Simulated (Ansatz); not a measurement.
C3H6O can be A, `OC1CC1`, or B, `CC(C)=O`.

Program: Ansatz. Geometries: PBE0-D4/def2-TZVP. ΔE: electronic, gas phase. CCSD(T)/CBS is the MP2 limit (def2-TZVPP, def2-QZVPP) plus CCSD(T) − MP2 in def2-TZVPP, frozen cores. DFT in def2-TZVPP. B3LYP here is the variant with VWN-RPA as its local correlation; programs differ in this. One conformer a species, not always the lowest.

A:

Z-matrix (Å, degrees):
```
C
C 1 1.496
C 1 1.484 2 60.7
O 1 1.393 2 119.4 3 105.2
H 1 1.088 2 117.6 3 -107.8
H 2 1.083 1 118.7 3 108.3
H 2 1.083 1 116.7 3 -106.7
H 3 1.083 1 115.9 2 107.5
H 3 1.082 1 118.7 2 -108.7
H 4 0.961 1 108.2 2 74.9
```

B:

Z-matrix (Å, degrees):
```
C
C 1 1.506
H 1 1.093 2 110.6
H 1 1.094 2 109.7 3 117.5
H 1 1.088 2 110.1 3 -121.9
C 2 1.506 1 116.4 3 -53.2
O 2 1.206 1 121.8 3 126.8
H 6 1.093 2 110.6 1 -53.3
H 6 1.094 2 109.7 1 64.2
H 6 1.088 2 110.1 1 -175.2
```

Q: Which isomer does CCSD(T)/CBS put lower? Give the gap. (Best estimate.)

A: The calculation gave: B, by 26.4 kcal/mol.

Q: Give E(B) − E(A) in kcal/mol with ωB97M-V, B3LYP, PBE-D4, HF/def2-TZVPP, PBE0-D4, CCSD/def2-TZVPP, BLYP-D4. (An estimate is asked.)

A: Ansatz gave: ωB97M-V -25.8, B3LYP -29.1, PBE-D4 -26.0, HF/def2-TZVPP -30.9, PBE0-D4 -24.2, CCSD/def2-TZVPP -26.5, BLYP-D4 -31.3. None reverses the order clearly.

Q: Does the order hold for the free energy at 298.15 K (harmonic terms from PBE0-D4)? (Estimate.)

A: Computed: Yes: G(B) − G(A) = -29.1 kcal/mol, for one conformer each. Modes under 60 cm⁻¹, often nearly free rotors, make the harmonic entropy too high.

Largest T1 diagnostic: 0.013.

From BLYP to BHLYP (50 % exact exchange), in def2-TZVPP and without D4, E(B) − E(A) moves by +3.4 kcal/mol. At CCSD(T), def2-SVP lies −2.5 kcal/mol from the extrapolated value and def2-TZVPP −0.4 kcal/mol.
